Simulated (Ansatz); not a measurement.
A 2-atom cell of MgS started from a crystallographic database, relaxed with r2SCAN: it is cubic, Fm-3m (No. 225); a = 5.203 Å in the conventional setting, 17.61 Å³ an atom. Mg has 6 S at 2.60 Å; S has 6 Mg at 2.60 Å. One-shot G0W0@PBE in the plane-wave code Ansatz on a 6×6×6 mesh (contour deformation, no spin-orbit coupling), from a PBE gap of 2.788 eV over the mesh points (the G0W0 gap is indirect on the mesh); the number N of bands summed and the screening cutoff rise together. No spin polarisation and no zero-point or thermal motion.

```csv
N,cutoff (eV),1000/N,G0W0 gap (eV)
87,100,11.494,4.094
201,180,4.975,4.246
```

Question: Lay a straight line in 1000/N through these rows.

Answer: The slope is -0.0233 eV per unit of 1000/N and the intercept 4.362 eV.

Question: Predict the gap at N = 382 (260 eV).

Answer: 4.362 + (-0.0233) × 2.618 = 4.301 eV; the run gives 4.310 eV, +0.009 eV from the line.

Question: With that run's result added, what limit do the last two rows suggest?

Answer: Their slope is (4.310 − 4.246)/(2.618 − 4.975) = -0.0272, which meets 1/N = 0 at 4.38 eV, against 4.362 eV from the first line. The slope steepens, so 1/N isn't yet asymptotic and the true limit probably lies higher still; the k mesh isn't extrapolated.
